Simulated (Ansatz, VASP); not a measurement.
**One calculation of Se, two programs**

File INCAR:

```
SYSTEM = Se
PREC     = Accurate       ! precision mode
ENCUT    = 520            ! plane-wave cutoff, eV
EDIFF    = 1E-6           ! SCF threshold, eV
ISMEAR   = 0              ! smearing method
SIGMA    = 0.15           ! smearing width, eV
LREAL    = .False.        ! projectors in reciprocal space
LASPH    = .True.         ! aspherical terms in the spheres
NELM     = 100            ! most SCF steps
ALGO     = Normal         ! electronic algorithm
ISIF     = 2              ! what is computed and relaxed
LWAVE    = .False.        ! write WAVECAR
LCHARG   = .False.        ! write CHGCAR
GGA      = PE             ! functional
IVDW     = 12             ! dispersion correction
NBANDS   = 9              ! bands
```

File KPOINTS:

```
regular mesh
0
Gamma
  16 16 16
  0 0 0
```

Contents of POSCAR:

```
Se
1.0
    2.7402989445      0.0000000000      0.0000000000
    0.0000000000      2.7402989445      0.0000000000
    0.0000000000      0.0000000000      2.8105630200
Se
1
Direct
    0.0000000000      0.0000000000      0.0000000000
```

Input for Ansatz:

```yaml
crystal:
  lattice:
    - [2.7402989445, 0.0, 0.0]
    - [0.0, 2.7402989445, 0.0]
    - [0.0, 0.0, 2.81056302]
  atoms:
    - { symbol: Se, position: [0.0, 0.0, 0.0] }
basis:
  ecutwfc: 420
kpoints:
  mp_grid: { grid: [16, 16, 16] }
hamiltonian:
  xc: pbe
  dispersion: d3bj
scf:
  occupations: { method: gaussian, width: 0.15 }
output:
  forces: true
  stress: true
  eigenvalues: true
```

Change from the starting cell: strain -0.025 along x and y, +0.000 along z, atoms carried along.

Alike in both runs: task single point; functional PBE; dispersion D3(BJ); k mesh 16 × 16 × 16; occupations gaussian, width 0.15 eV; no spin polarisation.

|  | VASP | Ansatz |
| --- | --- | --- |
| version | VASP 6.6.1 | Ansatz 0.2.0 |
| potentials or method | VASP PAW PBE potentials, release 64 (Se) | scalar-relativistic, plane waves, PAW |
| plane-wave cutoff (eV) | 520 | 420 |
| valence electrons in the cell | 6 | 16 |

|  | VASP | Ansatz | Ansatz less VASP |
| --- | --- | --- | --- |
| gap on the k mesh at the Fermi level (eV) | none | none | - |
| pressure (GPa) | 2.9 | 2.8 | -0.06 |
| largest component of the traceless stress (GPa) | 1.55 | 1.54 | -0.002 |

A gap of «none» marks a metal or a gap that the smearing closes. The functional is the same, so the differences come from potentials, cutoffs and numerics. The two sets of potentials don't hold the same shells in valence.

Caveats: pairwise dispersion overbinds metals, which lowers pressure and volume.
